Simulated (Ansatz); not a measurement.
## TiO2 (Pnma), symmetry broken, then relaxed

Level of theory: Ansatz 0.2.0, DFT PBE, scalar-relativistic, plane waves, PAW. Cutoff 420 eV, Γ-centred 4×8×4 k-points, Gaussian smearing of 0.05 eV. No spin polarisation. Energies are free energies at this smearing, counted from the undisturbed cell; pressure is positive in compression.

Zero of the scan (relaxed at this level; this form isn't the usual structure):

```xyz
12
Lattice="9.5200 0.0000 0.0000 0.0000 2.9758 0.0000 0.0000 0.0000 4.9702" Properties=species:S:1:pos:R:3 pbc="T T T"
Ti    1.3119    0.7439    4.5668
Ti    8.2080    2.2318    0.4034
Ti    3.4480    2.2318    2.0817
Ti    6.0719    0.7439    2.8885
O     2.5380    0.7439    3.1481
O     6.9820    2.2318    1.8221
O     2.2220    2.2318    0.6630
O     7.2979    0.7439    4.3072
O     9.2309    0.7439    1.0106
O     0.2890    2.2318    3.9596
O     5.0490    2.2318    3.4957
O     4.4710    0.7439    1.4745
```

The atoms are displaced (Å, in the unstrained cell):

```
atom ux uy uz
 Ti1   0.213   0.209   0.270
 Ti2  -0.122  -0.106   0.220
 Ti3  -0.087  -0.076  -0.052
 Ti4   0.322  -0.079  -0.070
  O5  -0.044  -0.299   0.322
  O6  -0.208   0.041   0.022
  O7   0.260   0.041  -0.395
  O8  -0.155   0.137   0.011
  O9  -0.079  -0.232  -0.260
 O10   0.210  -0.073  -0.050
 O11  -0.331   0.048   0.027
 O12   0.020   0.390  -0.044
```

The cell is strained by (0.0781, 0.0324, 0.0254, -0.0289, 0.0632, 0.0808) (xx, yy, zz, yz, xz, xy; engineering shear). Cell and atoms are then relaxed.

Problem. Does the relaxation return to the undisturbed structure?

Solution. Yes (up to a choice of domain or origin): same space group and volume, and an energy 0.0 meV/atom from it. The disturbance itself cost 761.1 meV/atom. The final space group reads Pnma (tolerance 0.05 Å) and the volume changes by 0.07 %.

Final structure:

```xyz
12
Lattice="9.5254 0.0003 0.0015 0.0001 2.9758 -0.0003 0.0008 -0.0005 4.9709" Properties=species:S:1:pos:R:3 pbc="T T T"
Ti    1.3141    0.7435    4.5718
Ti    8.2122    2.2320    0.4002
Ti    3.4500    2.2319    2.0860
Ti    6.0763    0.7437    2.8861
O     2.5420    0.7436    3.1546
O     6.9844    2.2319    1.8175
O     2.2216    2.2318    0.6691
O     7.3047    0.7438    4.3029
O     9.2331    0.7443    1.0109
O     0.2933    2.2312    3.9612
O     5.0552    2.2318    3.4958
O     4.4712    0.7437    1.4763
```

The relaxation, step by step (energy from the first step; small jumps at an unchanged geometry come where the plane waves are selected anew for the new cell):

```csv
step,ΔE (meV/atom),largest force component (eV/Å),pressure (GPa)
1,0.0,6.712,-2.14
2,-408.6,5.204,-5.22
3,-657.7,1.742,-2.50
4,-751.7,0.429,-1.26
5,-762.5,0.130,-0.93
6,-763.4,0.049,-0.10
7,-763.5,0.009,0.01
8,-761.0,0.009,-0.42
9,-761.3,0.009,0.02
10,-761.3,0.004,0.01
11,-761.1,0.004,-0.02
```

Cost: 3 runs of about 17 core-minutes in all, on Arm Neoverse V2 (shared hosts).